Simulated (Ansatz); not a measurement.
Computed with DFT PBE, scalar-relativistic, plane waves, PAW (Ansatz 0.2.0). Settings of the last relaxation (2-atom cell): 420 eV, 24×24×24 k points, Gaussian smearing of 0.10 eV, collinear spin.

Formation energies are uncorrected and count from the elements' standard states at the same level.

Question: Find a candidate trigonal metal that holds Co and 1 more element, with a formation energy near −0.49 eV/atom, about 10 Å³ per atom and a net moment near 1.4 μB per atom, in a cell of 2 atoms.

Answer: CoO, space group R-3m (No. 166). Co has 6 O at 2.12 Å; O has 6 Co at 2.12 Å.

```yaml
crystal:
  lattice:
    - [1.54566, 0.89239, 2.29776]
    - [-1.54566, 0.89239, 2.29776]
    - [0.00000, -1.78478, 2.29776]
  atoms:
    - { symbol: Co, position: [0.50000, 0.50000, 0.50000] }
    - { symbol: O, position: [0.00000, 0.00000, 0.00000] }
```

The volume per atom is 9.51 Å³ and the density is 6.54 g/cm³. The formation energy is −0.49 eV/atom and the gap on the 24×24×24 mesh of the 2-atom cell is 0 eV (a metal). The net moment per atom is 1.44 μB and the moment by site is Co 2.5; O 0.3 μB.

It comes from a database structure that was distorted and then relaxed. Other answers may fit too; this one was computed.

In such compounds of Co a zero gap at this level may well be an artefact, since no Hubbard U is applied. Another magnetic order may lie lower. Symmetry constrained the relaxation, so the result can be a saddle point. Site moments count only spheres around the atoms; the net moment includes the space between them.
